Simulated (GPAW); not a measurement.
# InP (F-43m) in GPAW: a series of runs

Aim: see how the results for InP move with the level of theory and the settings. Levels: PBE, LDA, PBEsol. Tasks: single point.

Program: GPAW 26.7.0. These are calculated values, not measurements. Logs are shortened: lines on timing, memory, paths and dates and some standing lists are left out, and cuts for length are marked. The log counts tension as positive stress, the text compression.

**Measured values to compare with.**

From a printed reference work, data compilation, for a bulk crystal of InP at 1.6 K: band gap 1.4236 eV (direct).

The runs below are set against these values where they give the same quantity.

## (1) The crystal as given

It takes space group F-43m (No. 216, cubic). Conventional cell: a = 5.861 Å, b = 5.861 Å, c = 5.861 Å, α = 90.00°, β = 90.00°, γ = 90.00°. In (site symmetry -43m) has 4 P at 2.54 Å as nearest neighbours. P (site symmetry -43m) is surrounded by 4 In at 2.54 Å.

## (2) Single point, PBE

run.py reads:

```python
from ase.dft.bandgap import bandgap
from ase.io import read, write
from ase.units import GPa
from gpaw import GPAW, PW

atoms = read('POSCAR')

calc = GPAW(mode=PW(450),
            xc='PBE',
            kpts={'size': (6, 6, 6), 'gamma': True},
            occupations={'name': 'fermi-dirac', 'width': 0.01},
            nbands=18,
            convergence={'density': 1e-05, 'energy': 1e-05},
            maxiter=150,
            txt='gpaw.txt')
atoms.calc = calc
energy = atoms.get_potential_energy()
forces = atoms.get_forces()
stress = atoms.get_stress()
calc.write('gs.gpw')
write('result.traj', atoms)
print(f'Energy: {energy:.6f} eV')
print('Forces (eV/A):')
print(forces.round(4))
print('Stress (GPa):', (stress / GPa).round(3))
print('Fermi level:', round(calc.get_fermi_level(), 4), 'eV')
print(f'Gap: {bandgap(calc)[0]:.4f} eV, direct: {bandgap(calc, direct=True)[0]:.4f} eV')
```

POSCAR reads:

```
InP
1.0
    0.0000000000      2.9305000000      2.9305000000
    2.9305000000      0.0000000000      2.9305000000
    2.9305000000      2.9305000000      0.0000000000
In P
1 1
Direct
    0.0000000000      0.0000000000      0.0000000000
    0.7500000000      0.7500000000      0.7500000000
```

Potentials or basis: GPAW PAW data sets (gpaw-data 1.2.1), pw.

The run is started by

```sh
$ OMP_NUM_THREADS=1 python run.py
```

gpaw.txt:

```text
__  _  _
 | _ |_)|_||  |
 |__||  | ||/\| - 26.7.0

Input parameters:
  mode=PW(ecut=450.00000000000006),
  convergence={'density': 1e-05, 'energy': 1e-05},
  kpts=MonkhorstPack(size=(6, 6, 6), gamma=True),
  maxiter=150,
  nbands=18,
  occupations=Occupations(name='fermi-dirac', width=0.01),
  xc=XC(name='PBE')

Diagonalizing LCAO Hamiltonian
Converting LCAO to pw mode

                     P

       In

Atoms  # Å, Bohr magnetons
|   | symbol |        x |        y |        z |    initial magnetic moments |
|---|--------|----------|----------|----------|-----------------------------|
| 0 |     In | 0.000000 | 0.000000 | 0.000000 | ( 0.0000,  0.0000,  0.0000) |
| 1 |      P | 4.395750 | 4.395750 | 4.395750 | ( 0.0000,  0.0000,  0.0000) |

Unit cell  # Å
| periodic |        x |        y |        z |  lengths |    angles |
|----------|----------|----------|----------|----------|-----------|
|      yes | 0.000000 | 2.930500 | 2.930500 | 4.144353 | 60.000000 |
|      yes | 2.930500 | 0.000000 | 2.930500 | 4.144353 | 60.000000 |
|      yes | 2.930500 | 2.930500 | 0.000000 | 4.144353 | 60.000000 |

Number of symmetries: 24
Symmetry operations  # r_c * U_cc + t_c -> r_c
|    | kind |            matrix            |
|----|------|------------------------------|
|  0 |  E   |  1, 0, 0,  0, 1, 0,  0, 0, 1 |
|  1 |  σ   |  1, 0, 0,  0, 0, 1,  0, 1, 0 |
|  2 |  σ   |  1, 0,-1,  0, 1,-1,  0, 0,-1 |
|  3 |  C3  |  1, 0,-1,  0, 0,-1,  0, 1,-1 |
|  4 |  C3  |  1,-1, 0,  0,-1, 1,  0,-1, 0 |
|  5 |  σ   |  1,-1, 0,  0,-1, 0,  0,-1, 1 |
|  6 |  σ   |  0, 1, 0,  1, 0, 0,  0, 0, 1 |
|  7 |  C3  |  0, 1, 0,  0, 0, 1,  1, 0, 0 |
|  8 |  C2  |  0, 1,-1,  1, 0,-1,  0, 0,-1 |
|  9 |  S4  |  0, 1,-1,  0, 0,-1,  1, 0,-1 |
| 10 |  C3  |  0, 0, 1,  1, 0, 0,  0, 1, 0 |
| 11 |  σ   |  0, 0, 1,  0, 1, 0,  1, 0, 0 |
| 12 |  S4  |  0, 0,-1,  1, 0,-1,  0, 1,-1 |
| 13 |  C3  |  0, 0,-1,  0, 1,-1,  1, 0,-1 |
| 14 |  S4  |  0,-1, 1,  1,-1, 0,  0,-1, 0 |
| 15 |  C2  |  0,-1, 1,  0,-1, 0,  1,-1, 0 |
| 16 |  C3  |  0,-1, 0,  1,-1, 0,  0,-1, 1 |
| 17 |  S4  |  0,-1, 0,  0,-1, 1,  1,-1, 0 |
| 18 |  S4  | -1, 1, 0, -1, 0, 1, -1, 0, 0 |
| 19 |  C3  | -1, 1, 0, -1, 0, 0, -1, 0, 1 |
| 20 |  C3  | -1, 0, 1, -1, 1, 0, -1, 0, 0 |
| 21 |  S4  | -1, 0, 1, -1, 0, 0, -1, 1, 0 |
| 22 |  σ   | -1, 0, 0, -1, 1, 0, -1, 0, 1 |
| 23 |  C2  | -1, 0, 0, -1, 0, 1, -1, 1, 0 |

BZ-sampling:
  Number of BZ points: 216
  Number of IBZ points: 16

  Monkhorst-Pack size: [6, 6, 6]
  Monkhorst-Pack shift: [0.08333333333333333, 0.08333333333333333, 0.08333333333333333]

K-points  # in reciprocal-cell coordinates
|     |                                coordinates |     weight |
|-----|--------------------------------------------|------------|
|   0 | (  0.00000000,   0.00000000,   0.00000000) | 0.00462963 |
|   1 | (  0.16666667,   0.16666667,   0.00000000) | 0.02777778 |
|   2 | (  0.16666667,   0.16666667,   0.16666667) | 0.03703704 |
|   3 | (  0.33333333,   0.16666667,   0.16666667) | 0.05555556 |
|   4 | (  0.33333333,   0.33333333,  -0.33333333) | 0.05555556 |
|   5 | (  0.33333333,   0.33333333,   0.00000000) | 0.02777778 |
|   6 | (  0.33333333,   0.33333333,   0.16666667) | 0.11111111 |
|   7 | (  0.33333333,   0.33333333,   0.33333333) | 0.03703704 |
|   8 | (  0.50000000,   0.33333333,  -0.33333333) | 0.11111111 |
|   9 | (  0.50000000,   0.33333333,  -0.16666667) | 0.05555556 |
| ... |                                            |            |
|  15 | (  0.50000000,   0.50000000,   0.50000000) | 0.01851852 |

Plane wave coefficients: 1113
Cutoff: 450.00000000000006 eV

Spin-components: 1 (collinear spins)
Bands:           18
Projectors:      11
Spin-degeneracy: 2
Datatype:        complex128

Density:
  Valence electrons: 18.0
  Components: 1
  Grid points: [21 21 21]
  Charge: 0.0  # |e|

Potential:
  Grid points: [21 21 21]

species:
  In:
    name:    Indium
    Z:       49.0
    valence: 13
    core:    36
    charge:  0.0  # [|e|]
    compensation charges:
      type: gauss
      rc: 0.36  # [Å]
      lmax: 2
    cutoffs:
      filter: 2.09  # [Å]
      core: 2.48  # [Å]
    projectors
    | kind |    occ | energy [eV] | rcut [Å] |
    |------|--------|-------------|----------|
    |   5s |  2.000 |      -8.203 |    1.185 |
    |   5p |  1.000 |      -2.521 |    1.244 |
    |   4d | 10.000 |     -18.629 |    1.148 |
    |    s |        |      19.008 |    1.185 |
    |    p |        |      24.691 |    1.244 |
    |    d |        |       8.583 |    1.148 |

    Using partial waves for In as LCAO basis

  P:
    name:    Phosphorus
    Z:       15.0
    valence: 5
    core:    10
    charge:  0.0  # [|e|]
    compensation charges:
      type: gauss
      rc: 0.30  # [Å]
      lmax: 2
    cutoffs:
      filter: 1.69  # [Å]
      core: 1.81  # [Å]
    projectors
    | kind |    occ | energy [eV] | rcut [Å] |
    |------|--------|-------------|----------|
    |   3s |  2.000 |     -13.968 |    0.953 |
    |   3p |  3.000 |      -5.506 |    0.953 |
    |    s |        |      13.244 |    0.953 |
    |    p |        |      21.705 |    0.953 |
    |    d |        |       0.000 |    0.953 |

    Using partial waves for P as LCAO basis

Reference energy: -169278.333319  # eV

eigensolver:
  PPCG
  Converge bands: occupied
  niter=2

density mixing:
  MSR1-Mixer
  Pratt-step length: 0.05
  Maximum mixing coefficient: 0.75
  Old densities: 10
  SVD Regularization: 0.005
  Good broyden scale: 1.0
  Trust region scale: 1.0
  Backstep threshold: 4.0
  History deletion threshold: 6.0
  Fourier metric: weight=20.0, sigma=0.015

occupation numbers:
  Fermi-Dirac:
    width: 0.0100  # eV

poisson solver:
  ecut: 3600.0000000000005  # eV

xc functional:
  name: PBE with 2 nearest neighbor stencil

convergence criteria:
- Maximum integral of absolute [dens]ity change: 1e-05 electrons / valence electron
- Maximum [total energy] change in last 3 cyles: 1e-05 eV / valence electron
- Maximum integral of absolute [eigenst]ate change: 4e-08 eV^2 / valence electron
maximum number of iterations: 150

SCF iterations
|iter     | |      energy | eigst |  dens |
|---------|-|-------------|-------|-------|
|iter:   1| |   -8.910628 | -0.41 |       |
|iter:   2| |   -8.832821 | -2.32 | -1.11 |
|iter:   3| |   -8.547213 | -1.79 | -1.15 |
|iter:   4| |   -8.547084 | -3.28 | -1.75 |
|iter:   5| |   -8.547142c| -4.03 | -2.25 |
|iter:   6| |   -8.547180c| -5.43 | -3.07 |
|iter:   7| |   -8.547185c| -6.53 | -3.56 |
|iter:   8| |   -8.547185c| -7.96c| -4.63 |
|iter:   9| |   -8.547185c| -8.38c| -5.34c|

Converged in 9 steps
Energy contributions relative to reference atoms: (reference = -169278.333319)

Energy contributions:
  Kinetic:          22.936447
  Coulomb:         -21.009210
  Zero:              0.200248
  External:          0.000000
  Xc:              -10.674670
  Entropy:          -0.000000
  Spinorbit:         0.000000
  ----------------------------
  Free energy:      -8.547185
  Extrapolated:     -8.547185

dipole moment: (-16.901434, -16.901434, -16.901434)  # |e|*Ang

Fermi level: 5.128
Eigenvalues  # (at kpt = [0.000, 0.000, 0.000])
| band index |      eig [eV] | occ [0-2] |
|------------|---------------|-----------|
|          0 |        -9.177 |     2.000 |
|          1 |        -9.177 |     2.000 |
|          2 |        -9.177 |     2.000 |
|          3 |        -9.022 |     2.000 |
|          4 |        -9.022 |     2.000 |
|          5 |        -6.599 |     2.000 |
|          6 |         4.925 |     2.000 |
|          7 |         4.925 |     2.000 |
|          8 |         4.925 |     2.000 |
|          9 |         5.631 |     0.000 |
|         10 |         8.985 |     0.000 |
|         11 |         8.985 |     0.000 |
|         12 |         8.985 |     0.000 |
|         13 |        13.527 |     0.000 |
|         14 |        14.338 |     0.000 |
|         15 |        14.338 |     0.000 |
|         16 |        16.135 |     0.000 |
|         17 |        16.135 |     0.000 |

Gap: 0.706 eV
Transition (v -> c):
  (s=0, k=0, n=8, [0.00, 0.00, 0.00]) -> (s=0, k=0, n=9, [0.00, 0.00, 0.00])
No difference between direct/indirect transitions

Forces  # eV/Ang
|        x |        y |        z |
|----------|----------|----------|
|  0.00000 | -0.00000 | -0.00000 |  # In   0
| -0.00000 | -0.00000 | -0.00000 |  # P    1

Stress tensor  # eV/Ang^3
|         x |         y |         z |
|-----------|-----------|-----------|
| -0.012249 | -0.000000 | -0.000000 |
| -0.000000 | -0.012249 |  0.000000 |
| -0.000000 |  0.000000 | -0.012249 |

# Writing to gs.gpw (mode='')
```

Run time: 8.4 s. Hardware: 1 thread of Arm Neoverse V1, shared host; peak memory 0.14 GiB.

What came out:

```yaml
Free_energy: -8.5472 eV
Pressure: 2.0 GPa
Band_gap_on_the_k_mesh: 0.71 eV, direct
```

Caveat: the cutoff is short for stress and forces, so pressures can be off by a GPa or more; spin-orbit coupling is left out, which moves the levels of the heavy elements.

## (3) Single point, LDA (volume scaled by 0.92)

Edit run.py of step 2 so:

```diff
@@ -5,7 +5,7 @@
 
-atoms = read('POSCAR')
+atoms = read('InP.xyz')
 
-calc = GPAW(mode=PW(450),
-            xc='PBE',
-            kpts={'size': (6, 6, 6), 'gamma': True},
+calc = GPAW(mode=PW(500),
+            xc='LDA',
+            kpts={'size': (7, 7, 7), 'gamma': True},
             occupations={'name': 'fermi-dirac', 'width': 0.01},
```

InP.xyz reads:

```xyz
2
Lattice="0.0000000000 2.8501715552 2.8501715552 2.8501715552 0.0000000000 2.8501715552 2.8501715552 2.8501715552 0.0000000000" Properties=species:S:1:pos:R:3 pbc="T T T"
In     0.0000000000      0.0000000000      0.0000000000
P      4.2752573328      4.2752573328      4.2752573328
```

Potentials or basis: the program's PAW data sets (release 1.2.1) made for this functional, pw.

The run is started by

```sh
$ OMP_NUM_THREADS=1 python run.py
```

It took 9.5 s on 1 thread of Arm Neoverse V1, shared host; peak memory 0.14 GiB.

Results (log left out):

```
Free energy            : -9.8479 eV
Pressure               : 4.6 GPa
Band gap on the k mesh : 0.92 eV, direct
```

Levels at points of the mesh, in eV from the valence-band top:
```
           k point  band 7  band 8  band 9  band 10  band 11  band 12
(0.00, 0.00, 0.00)    0.00    0.00    0.00     0.92     3.91     3.91
```

Caveat: the cutoff is short for stress and forces, so pressures can be off by a GPa or more; spin-orbit coupling is left out, which moves the levels of the heavy elements.

(Continued in part 2 of 2.)
